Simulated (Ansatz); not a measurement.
# Point defect: Al vacancy in AlAs

Computed with DFT PBE, scalar-relativistic, plane waves, PAW in Ansatz. Run with 420 eV cutoff, 2×2×2 k-mesh, shifted by half a step, Gaussian smearing of 0.01 eV, collinear spin.

Host crystal, relaxed:

```cif
data_structure
_symmetry_space_group_name_H-M 'P 1'
_symmetry_Int_Tables_number 1
_cell_length_a 4.0502
_cell_length_b 4.0502
_cell_length_c 4.0502
_cell_angle_alpha 60.000
_cell_angle_beta 60.000
_cell_angle_gamma 60.000
_cell_volume 46.98
loop_
_atom_site_label
_atom_site_type_symbol
_atom_site_fract_x
_atom_site_fract_y
_atom_site_fract_z
_atom_site_occupancy
Al1 Al 0.00000 0.00000 0.00000 1
As1 As 0.75000 0.75000 0.75000 1
```

Supercell of 32 atoms, rows in host cell vectors: 1 -3 1; 1 1 -3; 1 1 1. Atoms relax at the host's cell, keeping the symmetry that the supercell leaves at the site. The cell is small, so energies carry finite-size errors of tenths of an eV. The host's Kohn–Sham gap is 1.50 eV. Atoms are taken from and returned to the elements' standard states. Charged cells are corrected for image charges with the computed static dielectric tensor (mean 11.6) and aligned with the host's potential at far atoms (alignment terms reach 0.57 eV; the program doubts the alignment in some charges, where it is up to 0.57 eV). No band-filling term is added, and the Fermi level counts from the host's valence band top.

Starting moments were lost in some runs.

Defect: Al vacancy at (0.000, 0.000, 0.000) of the host cell.

**Question.** What is the formation energy of the neutral defect?

**Answer.** 4.18 eV.

**Question.** Does the neutral defect carry a moment, and how do its surroundings relax?

**Answer.** It changes the cell's moment by 1.50 μB (a fraction, from partly filled bands). The nearest neighbours before are 4 As at 2.48 Å; after relaxation the atoms near the site are 4 As at 2.42 Å; the largest move is 0.06 Å.

**Question.** Charges +1, 0, -1, -2, -3 were computed. Which is stable where in the gap?

**Answer.** Among the charges computed the stable one is 0 at the valence band top, changing to -1 at 0.26 eV, changing to -2 at 0.72 eV, changing to -3 at 1.06 eV. In charge +1 the extra carrier would gain by moving to a band edge of the host, so it isn't bound in the gap, though by less than the errors named above. In charge +1, -1, -2 the cell has partly filled bands: a level of the defect may be part filled, the carrier may sit in the host's bands, or levels may cross between the k points, so transitions that involve it are doubtful. Without the alignment that the program doubts, the level (0/-1) would lie at -0.02 eV, outside the gap, so these runs don't decide whether the defect changes charge there. Levels between neighbouring charges: (+1/0) -0.17 eV, (0/-1) 0.26 eV, (-1/-2) 0.72 eV, (-2/-3) 1.06 eV.